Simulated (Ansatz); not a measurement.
## O_i (8-fold void) in Al2O3 (R-3c): charge-transition levels and formation energies

Aim: at which Fermi levels does O_i (8-fold void) in Al2O3 (R-3c) change its charge? The model is a cell of 80 host atoms with 1 O put in.

Program: Ansatz 0.2.0. Level of theory: place-levels on PBEsol runs: charge-transition levels and formation energies with image-charge correction and potential alignment at the atomic sites. Results are calculated unless marked as measured.

**What experiment says.**

For Al2O3, alpha (corundum) (high-purity reference sample), “Multi-petahertz electron interference in Cr:Al2O3 solid-state material” (2018, pmc:5906618) quotes earlier work: band gap (optical band gap of host from absorption) 8.7 eV [literature value quoted for a high-purity sample; optical absorption edge, temperature …].

Report form: the programs' logs are mostly left out.

## (1) Set-up

The cell holds 81 atoms: 32 Al and 49 O. Cell: a = 10.280 Å, b = 10.280 Å, c = 10.280 Å, α = 55.3°, β = 55.3°, γ = 55.3°. It derives from Al2O3 (space group R-3c). Nearest the centre at fractional (0.495, 0.496, 0.009): O81 at 0.00 Å, Al63 at 1.93 Å, Al12 at 1.93 Å, O47 at 1.93 Å, O10 at 1.93 Å, O59 at 1.98 Å, O28 at 1.99 Å, O75 at 2.04 Å.

Known beforehand: the electronic dielectric constant, (3.30, 3.30, 3.26), and the static one, (9.72, 9.72, 11.81), from a response run on this crystal (DFPT, PBEsol) at that run's own cell.

The cell's shortest repeat is 9.5 Å.

## (2) The runs of each charge state

A transition level is the Fermi level at which two charge states cost the same, so each charge needs its own total energy, at its own relaxed structure.

Each atom starts 0.05 Å or so off its site in a random direction. Forces are taken at one point at (¼, ¼, ¼). The cell holds 2 electrons more than the neutral one, with a uniform background that keeps it neutral on the whole.

The sampling was tested on the host first: at the k-points planned (1x1x1 shifted 0.25 0.25 0.25) its energy lies 0.004 eV an atom from the dense-mesh value, under the bound of 0.02 eV set for this test; that bounds the host's error, not the defect's.

One of the inputs; charge, spin and start change from state to state.

Input file qm2.relax/input.yaml:

```yaml
crystal:
  lattice:
    - [4.77386743, 2.75619364, 8.67653806]
    - [-4.77386743, 2.75619364, 8.67653806]
    - [0.0, -5.51238729, 8.67653806]
  atoms:
    - { symbol: Al, position: [0.32396044, 0.32396044, 0.32396044] }
    - { symbol: Al, position: [0.42603956, 0.42603956, 0.42603956] }
[... 3 atom lines left out ...]
    - { symbol: O, position: [0.47207012, 0.125, 0.27792988] }
[... 3 atom lines left out ...]
    - { symbol: O, position: [0.27792988, 0.47207012, 0.125] }
[... 1 atom line left out ...]
    - { symbol: Al, position: [0.42603956, 0.42603956, 0.92603956] }
[... 11 atom lines left out ...]
    - { symbol: Al, position: [0.17603956, 0.67603956, 0.17603956] }
    - { symbol: O, position: [0.22207012, 0.52792988, 0.375] }
[... 2 atom lines left out ...]
    - { symbol: O, position: [0.375, 0.72207012, 0.02792988] }
[... 2 atom lines left out ...]
    - { symbol: Al, position: [0.32396044, 0.82396044, 0.82396044] }
[... 4 atom lines left out ...]
    - { symbol: O, position: [0.47207012, 0.625, 0.77792988] }
[... 2 atom lines left out ...]
    - { symbol: O, position: [0.125, 0.77792988, 0.97207012] }
[... 4 atom lines left out ...]
    - { symbol: Al, position: [0.67603956, 0.17603956, 0.17603956] }
[... 2 atom lines left out ...]
    - { symbol: O, position: [0.52792988, 0.375, 0.22207012] }
    - { symbol: O, position: [0.875, 0.22207012, 0.02792988] }
[... 2 atom lines left out ...]
    - { symbol: Al, position: [0.82396044, 0.32396044, 0.82396044] }
[... 7 atom lines left out ...]
    - { symbol: O, position: [0.625, 0.27792988, 0.97207012] }
[... 3 atom lines left out ...]
    - { symbol: Al, position: [0.57396044, 0.57396044, 0.07396044] }
[... 10 atom lines left out ...]
    - { symbol: Al, position: [0.67603956, 0.67603956, 0.67603956] }
    - { symbol: O, position: [0.72207012, 0.52792988, 0.875] }
[... 1 atom line left out ...]
    - { symbol: O, position: [0.52792988, 0.875, 0.72207012] }
[... 3 atom lines left out ...]
    - { symbol: O, position: [0.494839, 0.495925, 0.009237] }
  host:
    repeats: [2, 2, 2]
    atoms:
      - { symbol: Al, position: [0.64792089, 0.64792089, 0.64792089] }
      - { symbol: Al, position: [0.85207911, 0.85207911, 0.85207911] }
      # ... 8 more atoms of the perfect host
total_charge: -2
basis:
  ecutwfc: 420
  xc_grid: 2
hamiltonian:
  xc: pbesol
kpoints:
  mp_grid: { grid: [1, 1, 1], shift: [0.25, 0.25, 0.25] }
scf:
  occupations: { method: fixed }
  max_iter: 80
output:
  forces: true
  charged_corrections:
    epsilon: [3.3, 3.3, 3.26]
    static_epsilon: [9.72, 9.72, 11.81]
    defect_position: [0.494839, 0.495925, 0.009237]
relax:
  f_tol: 0.02
  max_steps: 80
  random_displacement: { amplitude: 0.05, seed: 7954 }
checkpoint:
  write: "../qm2.relax.run"
  compress: false
  write_wavefunctions: true
  write_every: 100000
```

Run with:

```console
> ansatz run input.yaml --threads 8 --pin off --max-ram 22609MiB --backend cpu --events-out ev --progress --plain --runs-dir out
```

Defect states can disperse in a cell of this size, so the energy is taken again at a 2×2×2 shifted mesh, on the relaxed structure.

The run of this state that the levels use, under PBEsol:

Input file qm2.point/input.yaml:

```yaml
crystal:
  checkpoint: "../qm2.relax.run"
  host: checkpoint
total_charge: -2
basis:
  ecutwfc: 420
  xc_grid: 2
hamiltonian:
  xc: pbesol
kpoints:
  mp_grid: { grid: [2, 2, 2], shift: [0.5, 0.5, 0.5] }
scf:
  occupations: { method: fermi_dirac, width: 0.01 }
  max_iter: 80
output:
  forces: true
  eigenvalues: true
  charged_corrections:
    epsilon: [3.3, 3.3, 3.26]
    static_epsilon: [9.72, 9.72, 11.81]
    defect_position: [0.494839, 0.495925, 0.009237]
  eigenstates: { localisation: true }
  populations: true
checkpoint:
  read: "../qm2.relax.run"
  write: "../qm2.point.run"
  compress: false
  write_wavefunctions: false
  write_every: 100000
```

Relaxations under PBEsol at one point at (¼, ¼, ¼); times on 8 threads of Arm Neoverse V2, shared host:

| charge | moment (μB) | occupations | outcome | steps | largest displacement against the far atoms (Å) | time |
| --- | --- | --- | --- | --- | --- | --- |
| −2 | 0 | fixed | converged | 10 | 1.13 | 58 s |
| −2 | 2 | fixed | converged | 11 | 0.28 | 2 min |
| −1 | 1 | fixed | converged | 10 | 0.29 | 1.7 min |
| 0 | 0 | fixed | not converged | - | - | 20 s |
| 0 | 0 | fermi-dirac | converged | 22 | 1.37 | 2.1 min |
| 0 | 2 | fixed | converged | 5 | 0.17 | 51 s |
| +1 | 1 | fixed | converged | 14 | 0.92 | 2.6 min |

Single points under PBEsol at a 2×2×2 shifted mesh; times on 8 threads of Arm Neoverse V2, shared host:

| charge | moment (μB) | occupations | outcome | time |
| --- | --- | --- | --- | --- |
| −2 | 0 | fermi-dirac | converged | 32 s |
| −2 | 2 | fermi-dirac | converged | 81 s |
| −1 | 1 | fermi-dirac | converged | 79 s |
| 0 | 0 | fermi-dirac | converged | 36 s |
| 0 | 2 | fermi-dirac | converged | 87 s |
| +1 | 1 | fermi-dirac | converged | 94 s |

Distances (Å) from O81 to the nearest atoms after relaxation with PBEsol:

| charge | moment (μB) | 1. | 2. | 3. | 4. | 5. | 6. |
| --- | --- | --- | --- | --- | --- | --- | --- |
| −2 | 0 | Al 1.87 | Al 1.87 | Al 1.91 | Al 2.00 | O 2.17 | O 2.19 |
| −2 | 2 | Al 1.79 | Al 1.80 | O 2.13 | O 2.16 | O 2.23 | O 2.24 |
| −1 | 1 | Al 1.79 | Al 1.79 | O 2.14 | O 2.14 | O 2.23 | O 2.23 |
| 0 | 0 | O 1.46 | Al 1.86 | Al 1.92 | O 2.22 | Al 2.23 | O 2.46 |
| 0 | 2 | Al 1.88 | Al 1.88 | O 2.15 | O 2.15 | O 2.15 | O 2.15 |
| +1 | 1 | O 1.37 | Al 1.75 | O 2.21 | O 2.28 | O 2.35 | O 2.36 |

## (3) Levels against the band edges, PBEsol

A charged cell interacts with its images and the background, and its potential has another zero than the host's. place-levels removes the first by a point-charge model, screened by the static dielectric constant since the ions have relaxed around the charge, and the second by comparing potentials at atoms far from the defect.

The host is a run of the defect-free crystal in the same cutoffs, grids and k-points, so that basis and sampling errors cancel in part in the differences. The host is run in a cell of 10 atoms on a matching mesh. Its band edges are searched through the zone by a band path, so the gap is smaller than, or equal to, that on the mesh. Chemical potentials are energies per atom of O (O2 molecule), run with the same functional and cutoff.

Input file levels.point.yaml:

```yaml
host:
  run: host.point.run
states: [qm2.point.run, qm2_M2.point.run, qm1_M1.point.run, q0.point.run, q0_M2.point.run, qp1_M1.point.run]
geometry_from:
  qm2.point.run: qm2.relax.run
  qm2_M2.point.run: qm2_M2.relax.run
  qm1_M1.point.run: qm1_M1.relax.run
  q0.point.run: q0.relax_smeared.run
  q0_M2.point.run: q0_M2.relax.run
  qp1_M1.point.run: qp1_M1.relax.run
  host.point.run: host.relax.run
chemical_potentials:
  O:
    energy: -558.282649
    dataset: "<sha256 of the dataset>"
epsilon: [3.3, 3.3, 3.26]
static_epsilon: [9.72, 9.72, 11.81]
vertical:
  - { from: qm2.point.run, to: qm2.point_neutral.run }
  - { from: qm2_M2.point.run, to: qm2_M2.point_neutral.run }
  - { from: qm1_M1.point.run, to: qm1_M1.point_neutral.run }
  - { from: qp1_M1.point.run, to: qp1_M1.point_neutral.run }
```

Run with:

```console
> ansatz place-levels levels.point.yaml -- --threads 8 --pin off --max-ram 22609MiB
```

Elapsed: 0.63 s, on 8 threads of Arm Neoverse V2, shared host.

Under PBEsol the gap is 6.03 eV, (+1/0) 0.37, (0/−1) 4.07, (−1/−2) 2.10 eV; the steps are inverted, so the lowest state changes at (0/−2) 3.09 eV.

Levels between the charges placed, in eV above the valence top:

|  | gap (eV) | (+1/0) | (0/−1) | (−1/−2) |
| --- | --- | --- | --- | --- |
| PBEsol | 6.03 | 0.37 | 4.07 | 2.10 |

Corrections by state:

| charge | moment (μB) | image terms and alignment (eV) | band filling (eV) | ε used | over the lowest of its charge, as the program ranks them, band filling apart (eV) |
| --- | --- | --- | --- | --- | --- |
| +1 | 1.0 | 0.341 | - | principal values (9.72, 9.72, 11.81) | 0.000 |
| 0 | 0.0 | 0.000 | - | - | 0.000 |
| −1 | 1.0 | 0.062 | - | principal values (9.72, 9.72, 11.81) | 0.000 |
| −2 | 0.0 | 0.378 | - | principal values (9.72, 9.72, 11.81) | 0.000 |
| 0 | 2.0 | 0.000 | - | - | 1.765 |
| −2 | 2.0 | 0.393 | - | principal values (9.72, 9.72, 11.81) | 5.384 |

The charged structures listed were also run neutral, and place-levels reads from each pair, by the potential or the spins, how wide the charge is by which they differ; that can be the carrier of either run.

| charge | rms radius (Å) | spread where it is widest against the cell (Å) | wide from (Å) | reading |
| --- | --- | --- | --- | --- |
| +1 | 2.0 | 1.27 | 1.36 | narrow |
| −1 | 2.0 | 1.38 | 1.36 | wide |
| −2 | 3.0 | 1.83 | 1.36 | wide |

The neutral runs of these pairs need not share the spin of the lowest neutral state, and very wide values only mean spread over the cell.

From the program's caveats on the states, each cut to its opening words:

- charge +1 (1 μB): its displacements don't fall off away from the defect: farther atoms stand 0.024 Å off the host's places
- charge 0: the far atoms show a dipole or second moment of the defect's charge, for which the correction takes or leaves out 0.062 eV: further moments aren't read, and [...]
- charge 0, 0 (2 μB): its displacements don't fall off away from the defect: farther atoms stand 0.013 Å off the host's places
- charge −1 (1 μB): it parts from the run at its places by a charge that spreads by about 1.4 Å along one vector (1.4 Å or more is wide), by the spins about the atoms, where the [...]
- charge −1 (1 μB): its displacements don't fall off away from the defect: farther atoms stand 0.021 Å off the host's places
- charge −2: it parts from the run at its places by a charge that spreads by about 1.8 Å along one vector (1.4 Å or more is wide), by its potential at epsilon [3.3, 3.3, [...]
- charge −2: its alignment with the host at atomic sites is doubtful: the mean over the far sites moves by -0.0835 eV from their farther parts to their nearer, more than [...]
- charge −2: the far atoms show a dipole or second moment of the defect's charge, for which the correction takes or leaves out 0.64 eV: further moments aren't read, and the [...]
- charge −2: its displacements don't fall off away from the defect: farther atoms stand 0.06 Å off the host's places
- charge −2 (2 μB): it parts from the run at its places by a charge that spreads by about 2.1 Å along one vector (1.4 Å or more is wide), by its potential at epsilon [3.3, 3.3, [...]
- charge −2 (2 μB): its displacements don't fall off away from the defect: farther atoms stand 0.02 Å off the host's places
- charge −2 (2 μB): its moments are held at its close (magnetization.spin_locking), by a field of 2.237 eV a Bohr magneton, and its energy and levels are of the state that this [...]

The host's formation energy from the elements is -3.094 eV per atom; it sets how far the chemical potentials can move.

Limit set by the element alone; other compounds of these elements are not counted. Chemical potentials from the elements' reference states: Al 0.00 eV, O -5.16 eV. Formation energy by charge state (Al-rich; gap 6.03 eV):

| charge | at valence top (eV) | at conduction bottom (eV) | correction included (eV) |
| --- | --- | --- | --- |
| +1 | 8.34 | 14.37 | 0.34 |
| 0 | 8.71 | 8.71 | 0.00 |
| −1 | 12.78 | 6.75 | 0.06 |
| −2 | 14.88 | 2.82 | 0.38 |

Fermi level (eV), lowest formation energy (eV) and a bar from the least value:
```
     0.00       8.34 ############################
     0.55       8.71 ##############################
     1.10       8.71 ##############################
     1.64       8.71 ##############################
     2.19       8.71 ##############################
     2.74       8.71 ##############################
     3.29       8.30 ############################
     3.84       7.20 ######################
     4.39       6.11 #################
     4.93       5.01 ###########
     5.48       3.92 ######
     6.03       2.82
```

Limit set by the element alone; other compounds of these elements are not counted. Chemical potentials from the elements' reference states: O 0.00 eV, Al -7.73 eV. Formation energy by charge state (O-rich; gap 6.03 eV):

| charge | at valence top (eV) | at conduction bottom (eV) | correction included (eV) |
| --- | --- | --- | --- |
| +1 | 3.18 | 9.21 | 0.34 |
| 0 | 3.55 | 3.55 | 0.00 |
| −1 | 7.63 | 1.60 | 0.06 |
| −2 | 9.73 | -2.33 | 0.38 |

| Fermi level (eV) | lowest formation energy (eV) |
| --- | --- |
| 0.00 | 3.18 |
| 0.55 | 3.55 |
| 1.10 | 3.55 |
| 1.64 | 3.55 |
| 2.19 | 3.55 |
| 2.74 | 3.55 |
| 3.29 | 3.14 |
| 3.84 | 2.05 |
| 4.39 | 0.95 |
| 4.93 | -0.14 |
| 5.48 | -1.24 |
| 6.03 | -2.33 |

## (4) place-levels, r2SCAN

r2SCAN on the same structure is run to see how far the result rests on the functional, though not on the errors that semilocal functionals share; the sampling changes too, to one point at (¼, ¼, ¼), so differences hold both changes.

Input file qm2.r2scan/input.yaml:

```yaml
crystal:
  checkpoint: "../qm2.relax.run"
  host: checkpoint
total_charge: -2
basis:
  ecutwfc: 500
  xc_grid: 2
hamiltonian:
  xc: r2scan
kpoints:
  mp_grid: { grid: [1, 1, 1], shift: [0.25, 0.25, 0.25] }
scf:
  occupations: { method: fermi_dirac, width: 0.01 }
  max_iter: 80
output:
  forces: true
  eigenvalues: true
  charged_corrections:
    epsilon: [3.3, 3.3, 3.26]
    static_epsilon: [9.72, 9.72, 11.81]
    defect_position: [0.494839, 0.495925, 0.009237]
checkpoint:
  write: "../qm2.r2scan.run"
  compress: false
  write_wavefunctions: false
  write_every: 100000
```

The job ended after 13 s (8 threads; peak memory 1.8 GiB).

Input file levels.r2scan.yaml:

```yaml
host:
  run: host.r2scan.run
  levels_from: { run: edges.r2scan.run }
states: [qm2.r2scan.run, qm2_M2.r2scan.run, qm1_M1.r2scan.run, q0.r2scan.run, q0_M2.r2scan.run, qp1_M1.r2scan.run]
geometry_from:
  qm2.r2scan.run: qm2.relax.run
  qm2_M2.r2scan.run: qm2_M2.relax.run
  qm1_M1.r2scan.run: qm1_M1.relax.run
  q0.r2scan.run: q0.relax_smeared.run
  q0_M2.r2scan.run: q0_M2.relax.run
  qp1_M1.r2scan.run: qp1_M1.relax.run
  host.r2scan.run: host.relax.run
chemical_potentials:
  O:
    energy: -565.983079
    dataset: "<sha256 of the dataset>"
```

Run with:

```console
> ansatz place-levels levels.r2scan.yaml -- --threads 8 --pin off --max-ram 22609MiB
```

Wall time 0.35 s (8 threads).

Under r2SCAN the gap is 7.03 eV, (+1/0) 0.59, (0/−1) 4.27, (−1/−2) 3.33 eV; the steps are inverted, so the lowest state changes at (0/−2) 3.80 eV; the stage before (PBEsol, at other k-points) gave a gap of 6.03 eV and levels within 1.23 eV of these.

## (5) A changed set-up

A choice is tested by changing it alone.

levels.try0.yaml is levels.point.yaml with these lines changed:

```diff
-epsilon: [3.3, 3.3, 3.26]
-static_epsilon: [9.72, 9.72, 11.81]
+epsilon: 500.0
+static_epsilon: 500.0
```

Run with:

```console
> ansatz place-levels levels.try0.yaml -- --threads 8 --pin off --max-ram 22609MiB
```

The change: a very large dielectric constant, which removes the point-charge term and changes the alignment.

Levels in eV above the valence top; the changed ones are not the defect's:

|  | gap (eV) | (+1/0) | (0/−1) | (−1/−2) |
| --- | --- | --- | --- | --- |
| changed | 6.03 | 0.52 | 3.93 | 1.66 |
| as set up | 6.03 | 0.37 | 4.07 | 2.10 |

The largest shift is 0.44 eV.

## (6) Side by side

Levels between neighbouring charges, in eV above each run's own valence top:

|  | gap (eV) | (+1/0) | (0/−1) | (−1/−2) | CPU time a state at this stage (restarts are quicker than cold starts) |
| --- | --- | --- | --- | --- | --- |
| PBEsol, 2×2×2 shifted mesh | 6.03 | 0.37 | 4.07 | 2.10 | 7.9 min |
| r2SCAN on PBEsol structures, (¼, ¼, ¼) | 7.03 | 0.59 | 4.27 | 3.33 | 3.5 min |

## (7) What came out

| Quantity | Value |
| --- | --- |
| gap of the host | 6.03 eV (PBEsol) |
| level (plus 1/0) | 0.37 eV above the valence top |
| level (0/minus 1) | 4.07 eV above the valence top, not a change between lowest states |
| level (minus 1/minus 2) | 2.10 eV above the valence top, not a change between lowest states |
| level (0/minus 2) | 3.09 eV above the valence top |
| lowest of the charges placed, just above the valence top (0.02 eV) | +1 |
| lowest of the charges placed, just below the conduction bottom (0.02 eV) | −2 |
| lowest formation energy at mid-gap of the charges run, Al-rich | 8.71 eV |
| lowest formation energy at mid-gap of the charges run, O-rich | 3.55 eV |

What this shows: Of the charges placed (−2, −1, 0 and +1), the lowest changes at 0.37 eV (+1/0) and 3.09 eV (0/−2) above the valence top, in a gap of 6.03 eV. (0/−2) passes over charge −1, which lies 0.99 eV above the two there; a lower structure or spin state of it, if missed, would change that. Charges above +1 and below −2 were not placed, so these runs say nothing of levels that involve them. States placed: +1 at 1 μB; 0 at 0 μB and 2 μB; −1 at 1 μB; −2 at 0 μB and 2 μB. Other spin states or structures, where not listed, weren't placed. At charge −2, 0 and +1 the atom put in ends up to 1.3 Å from its starting place, so the name tells the start alone and the levels can join different sites. The program doubts the alignment of potentials for at least one state, a sign that the cell is small. What this leaves open: PBEsol makes the gap too small and tends to spread out bound carriers; where a gas molecule sets a chemical potential or the host's formation energy, its binding is uncorrected.

Calculation against experiment:

```
                                                                                                 quantity  measured           PBEsol           r2SCAN
band gap (least gap of the host; the measured gap is an optical one, which needn't be the least gap) (eV)       8.7  6.03 (-2.67 eV)  7.03 (-1.67 eV)
```

Measured values from pmc:5906618 (2018).

How well it matches: For the band gap, of the levels listed nearest comes r2SCAN (-1.67 eV, a clear miss) and farthest PBEsol (-2.67 eV, a clear miss). Local and semilocal functionals usually give gaps below the measured ones. An optical gap can lie under the band gap by the exciton's binding. Zero-point and thermal motion shift the measured gap.

[Logs are printed without paths, hosts, clocks, repeated set-up lines and the standing remarks that a program may print on its own settings, such as how far it seeks lower states.]

[Hosts, paths, dates, database ids (printed as entryN), source tags and the programs' standing remarks are cut or masked in the printed files.]

[Where a table of states has a column of steps, it counts the stored structures, which are thinned; the runs took as many ionic steps or more.]

[A defect's name tells the site on which it was built; relaxed atoms can leave that site.]

[For some hosts the program warned that the k-mesh of the response run may be too coarse for force constants and the static dielectric constant; such warnings are not shown here.]
